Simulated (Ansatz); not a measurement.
Method: Ansatz, DFT PBE, scalar-relativistic, plane waves, PAW. All cells share a 420 eV cutoff and Γ-centred k meshes spaced at most about 0.3 Å⁻¹ (2π included). No spin polarisation in the final relaxations.

Temperature and zero-point effects are left out.

Two relaxed structures of AlN:

A.

```xyz
2
Lattice="0.0000 2.0353 2.0353 2.0353 0.0000 2.0353 2.0353 2.0353 0.0000" Properties=species:S:1:pos:R:3 pbc="T T T"
Al    2.0353    2.0353    2.0353
N     0.0000    0.0000    0.0000
```

B.

```xyz
12
Lattice="3.1182 0.0000 0.0000 -1.5591 2.7004 0.0000 0.0000 0.0000 15.1984" Properties=species:S:1:pos:R:3 pbc="T T T"
Al    0.0000    0.0000    2.8518
Al    0.0000    0.0000   10.4510
Al    0.0000    1.8003    7.9115
Al    1.5591    0.9001    0.3123
Al    0.0000    1.8003   12.9702
Al    1.5591    0.9001    5.3711
N     0.0000    0.0000    4.7538
N     0.0000    0.0000   12.3530
N     0.0000    1.8003   14.8831
N     1.5591    0.9001    7.2839
N     0.0000    1.8003    9.8238
N     1.5591    0.9001    2.2246
```

Question: Which would you expect to be lower, and how large is the difference?

Answer: B is lower, by 154 meV/atom. A has the rock salt type, space group Fm-3m (No. 225), 8.4 Å³/atom and a gap of 4.44 eV on its mesh; B has space group P6_3mc (No. 186), 10.7 Å³/atom and a gap of 3.80 eV. Counting N atoms around Al (those within 1.25 times the shortest such distance or 1.15 times the sum of covalent radii), A has Al 6 and B has Al 4. The lower one is the more open, so pressure narrows the difference. Both come from invented guesses. The part of the Crystallography Open Database at hand lists AlN in space groups No. 186, 225; sharing a group (Fm-3m and P6_3mc) doesn't make a cell the listed structure.

Kohn–Sham gaps at this level usually fall short of measured ones. With atoms moved at random, Fm-3m came back. Other cells relaxed within their symmetry can be saddle points.
